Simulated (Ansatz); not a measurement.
The cell was built from the fluorite type and relaxed in the same program, and has space group Fm-3m; it needn't be a known or the stable phase.

RuS2: DFT, PBE, all-electron PAW with datasets made for the crystal, scalar-relativistic (Ansatz 0.2.0).

Command: `ansatz run input.yaml --threads 1 --pin off --max-ram 3072MiB --backend cpu --events-out ev --progress --plain --runs-dir out` The run took about 16 s on 1 thread of a shared machine.

```yaml
crystal:
  lattice:
    - [0.0, 2.8666412919, 2.8666412919]
    - [2.8666412919, 0.0, 2.8666412919]
    - [2.8666412919, 2.8666412919, 0.0]
  atoms:
    - { symbol: Ru, position: [0.0, 0.0, 0.0] }
    - { symbol: S, position: [0.25, 0.25, 0.25] }
    - { symbol: S, position: [0.75, 0.75, 0.75] }
kpoints:
  mp_grid: { grid: [11, 11, 11] }
  band_path:
    path:
      - [0.0, 0.0, 0.0]
      - [0.5, 0.0, 0.5]
      - [0.625, 0.25, 0.625]
      - [0.375, 0.375, 0.75]
      - [0.0, 0.0, 0.0]
      - [0.5, 0.5, 0.5]
      - [0.5, 0.25, 0.75]
      - [0.5, 0.0, 0.5]
    npoints: 8
scf:
  occupations: { method: fermi_dirac, width: 0.03 }
hamiltonian:
  xc: pbe
  pseudopotentials: { kind: all_electron, datasets: crystal }
output:
  forces: true
  stress: true
  eigenvalues: true
  efg: { contact_densities: true }
```

Output:

```
hamiltonian.pseudopotentials.datasets: crystal makes datasets for this crystal and solves the spheres of its atoms anew in each pass: cutoff 320.0 eV, the density's 1280.0 eV; for an error of 0.50 meV an atom under PBE, 1.5 meV for the cell; an energy difference from a run of another recipe may be off by several times the error for the cell, under r2SCAN by more, where some 0.1 meV an atom stays at smaller errors; S in spheres of 1.143 Å, 6 of its electrons in bands; Ru in spheres of 1.334 Å, 8 of its electrons in bands, 8 on its site; only band paths and densities of states list, in semicore columns, the levels of the semicore shells that are solved separately: 4s of Ru, 4p of Ru
band count auto-derived: 15 (N_el = 20.0; filled up to band 10; 14 by the electrons, moments and atoms)
Ru: output.efg is read without spin–orbit coupling, which moves field gradients at and beside such atoms by some per cent and up to a factor of two; PAW files take it under magnetization.noncollinear and magnetization.spin_orbit
Engine: ansatz 0.2.0
Pseudopotentials: kind: all_electron
Pseudopotential: Ru, paw, valence charge 16, recommended cutoff 320 eV (normal), Koelling and Harmon's equation, gaussian nucleus
Pseudopotential: S, paw, valence charge 6, recommended cutoff 320 eV (normal), Koelling and Harmon's equation, gaussian nucleus
Functional definition: PBE
  parameter kappa = 0.804
  parameter beta = 0.06672455060314922
  exchange = pbe_x(kappa = kappa, mu = beta*pi^2/3)
  correlation = pbe_c(beta = beta)
Crystal: 3 atoms, lattice volume = 47.114 Å³
Basis set: ecut = 320 eV, 609 PW (Γ), exchange–correlation on 48×48×48 points (8 copies of the dense FFT grid, shifted against one another)
Bands: 15, of which v1, the nominal top of the filled ones, is band 10 counted from 1 (9 counted from 0)
Symmetry: 48 space group operations
Space group: Fm-3m (ITA 225), of the structure as read, at distance tolerance 3.6e-5 Å
k-points: 56 of 1331
Non-local potential: Ru, projectors of the file, l = 0: 1, l = 1: 1, l = 2: 2
Non-local potential: S, projectors of the file, l = 0: 1, l = 1: 1, l = 2: 2
PAW form: soft (Blöchl's): semilocal exchange-correlation on the pseudo side does not see the compensation charge
PAW one-centre angular grid: Ru, 590 points (default); XC on its mesh's 1869 points in the sphere
PAW one-centre angular grid: S, 110 points (default); XC on its mesh's 1927 points in the sphere
Initial density: superposition of atomic densities (neutral atoms: chi_scale 0, normalization atom)
Initial wavefunctions: pseudopotential atomic-orbital guess
Functional: x = pbe(κ = 0.804, μ = 0.2195149727645171), c = pbe(β = 0.06672455060314922)
iter 1 solved again at ethr=3.17e-2 eV; its pass at ethr=1.00e-1 eV (dr2=6.33e0 eV) is discarded
SCF iter   1: F=—  HF=-145021.932521 eV  |F-HF|=—  |Δ(HF+E_count)|=         —  Δρ=1.11e-1  dr2=6.89e0  ethr=3.17e-2  ⟨swp⟩=2.6  Hψ=4703  notcnv=0
preconditioner: auto → none  [insulator: Δε(μ)=0.153 eV  Ē_g=9.529 eV  σ=0.030 eV  W_gap=0.85  n_scr=14 (ndim 8)  ℏωp=24.2 eV  f_vac=0.000  D(μ)=0.09/eV (n_scr^D=0)  ε∞_Penn≈7.4]
SCF iter   2: F=—  HF=-145024.521619 eV  |F-HF|=—  |Δ(HF+E_count)|=    2.59e0  Δρ=1.74e-1  dr2=2.39e1  ethr=3.17e-2  ⟨swp⟩=3.3  Hψ=2393  notcnv=0  defer=2  recentre
SCF iter   3: F=—  HF=-145021.141016 eV  |F-HF|=—  |Δ(HF+E_count)|=    3.38e0  Δρ=4.54e-2  dr2=8.26e-1  ethr=3.17e-2  ⟨swp⟩=3.0  Hψ=2105  notcnv=0
iter 4 solved again at ethr=1.95e-4 eV; its pass at ethr=4.13e-3 eV (dr2=3.90e-2 eV) is discarded
SCF iter   4: F=—  HF=-145021.054256 eV  |F-HF|=—  |Δ(HF+E_count)|=   8.68e-2  Δρ=8.72e-3  dr2=4.35e-2  ethr=1.95e-4  ⟨swp⟩=3.0  Hψ=3841  notcnv=0  defer=16
SCF iter   5: F=—  HF=-145021.048728 eV  |F-HF|=—  |Δ(HF+E_count)|=   5.53e-3  Δρ=3.99e-3  dr2=9.89e-3  ethr=1.95e-4  ⟨swp⟩=2.1  Hψ=1683  notcnv=0  defer=6
SCF iter   6: F=—  HF=-145021.046379 eV  |F-HF|=—  |Δ(HF+E_count)|=   2.35e-3  Δρ=1.04e-3  dr2=4.95e-4  ethr=4.94e-5  ⟨swp⟩=3.1  Hψ=2043  notcnv=0  defer=4
SCF iter   7: F=—  HF=-145021.046308 eV  |F-HF|=—  |Δ(HF+E_count)|=   7.02e-5  Δρ=1.29e-4  dr2=1.10e-5  ethr=2.47e-6  ⟨swp⟩=3.1  Hψ=1942  notcnv=0  defer=4
SCF iter   8: F=—  HF=-145021.046313 eV  |F-HF|=—  |Δ(HF+E_count)|=   4.17e-6  Δρ=4.16e-5  dr2=9.78e-7  ethr=5.48e-8  ⟨swp⟩=3.1  Hψ=1706  notcnv=0  defer=4
SCF iter   9: F=-145021.046313 eV  HF=-145021.046313 eV  |F-HF|=6.65e-8  |Δ(HF+E_count)|=   4.42e-8  Δρ=9.71e-6  dr2=7.77e-8  ethr=4.89e-9  ⟨swp⟩=2.5  Hψ=1456  notcnv=0  defer=3
SCF 1 converged in 9 iterations: F = -145021.046311 eV  dr2 = 7.77e-8
  Residual-converged pass: ⟨swp⟩=4.1  Hψ=2284  notcnv=0  max |occ|·‖R‖ = 6.3e-6 eV (tolerance 6.5e-6 eV)  dr2=8.14e-8  dr2_onsite=2.45e-8  max |Δocc| = 5.4e-9
  greatest PAW one-centre occupation: 0.768 electrons in one spin orbital (limit 2), on the S atom at site 2 (counted from 0), in its partial waves of l = 0
NSCF: frozen V_eff on 57 k-points
SCF converged after 9 iterations
Free energy (F): -145021.046311 eV
Harris-Foulkes:  -145021.046311 eV  (|F-HF|=6.65e-8)
Internal energy: -145021.043184 eV  (E = F + TS)
E sigma→0 (E₀):  -145021.044748 eV
Entropy (-TS):   -0.003127 eV (-1.042 meV/atom)
Past the cutoff: the bands carry plane waves up to 1.75 times it, of which those up to 1.5 times it add -0.000091 eV an atom, each by itself; the spheres take 0.000062 eV an atom off the energy for waves past 1.75 times it
By the cutoff:   a pressure is off by up to 0.005 GPa (1.2 times the spheres' own share and the shells' term, over an atom's volume, and 0.004 GPa: a bound that held against runs at twice the plane waves)
Past the cutoffs: a stress includes 0.0014 GPa for waves and charges beyond them, in addition to the slope of what the spheres take
In the spheres:  the bands' charges fall short by 8.1e-7 e at most (sound up to 1e-3), those of shells solved beside the bands by 5.8e-7 e (sound up to 5e-4)
Fermi energy:    14.591035 eV
--- Per-component energies (eV) ---
  The terms above E_closure are by the made datasets' own strengths, without shells solved beside the bands.
--- Forces (eV/Å), atoms counted from 1 ---
  atom   1  Ru    -0.00000000     0.00000000     0.00000000
  atom   2  S     -0.00000000     0.00000000     0.00000000
  atom   3  S      0.00000000     0.00000000     0.00000000
  max |Σ_I F_I| component: 3.70e-17 eV/Å
--- Stress (GPa, compression-positive) ---
        0.031482      -0.000000       0.000000
        0.000000       0.031482       0.000000
       -0.000000      -0.000000       0.031482
  P = ⅓ Tr σ = 0.0315 GPa (0.315 kbar)
  It holds what live shells' own plane waves past their cutoff add
--- PAW observables at the nuclei: V_zz in 10²¹ V/m², potentials from the cell's mean, atoms counted from 1 ---
  atom   1  Ru V_zz =    +0.000000   η = 0.0000   by run symmetry: forbidden
            electrostatic potential = -6794.213062 V   contact ρ = 719501.007297 e/Å³
  atom   2  S  V_zz =    +0.000000   η = 0.0000   by run symmetry: forbidden
            electrostatic potential = -1637.894325 V   contact ρ = 19793.068308 e/Å³
  atom   3  S  V_zz =    +0.000000   η = 0.0000   by run symmetry: forbidden
            electrostatic potential = -1637.894325 V   contact ρ = 19793.068308 e/Å³
--- Band table (eV; the first three rows and the last of 56) ---
  k-point 0: bands = ["-1.6874", "3.4915", "7.7119", "7.7119", "7.7119", "12.1232", "12.1232", "13.7295", "13.7295", "13.7295", "16.8934", "16.8934", "16.8934"]
  k-point 1: bands = ["-1.5997", "3.2587", "7.7725", "7.7725", "8.0390", "11.9243", "11.9243", "13.3760", "13.8208", "13.8208", "16.3355", "16.7217", "16.7217"]
  k-point 2: bands = ["-1.3442", "2.7204", "7.9430", "7.9430", "8.8284", "11.5382", "11.5382", "12.5044", "13.8095", "13.8095", "15.5119", "16.5247", "16.5247"]
  k-point 55: bands = ["0.7383", "0.8073", "7.1344", "7.5312", "9.8207", "10.1062", "11.0679", "12.8315", "13.3784", "14.6079", "14.9017", "15.5330", "17.5071"]
```
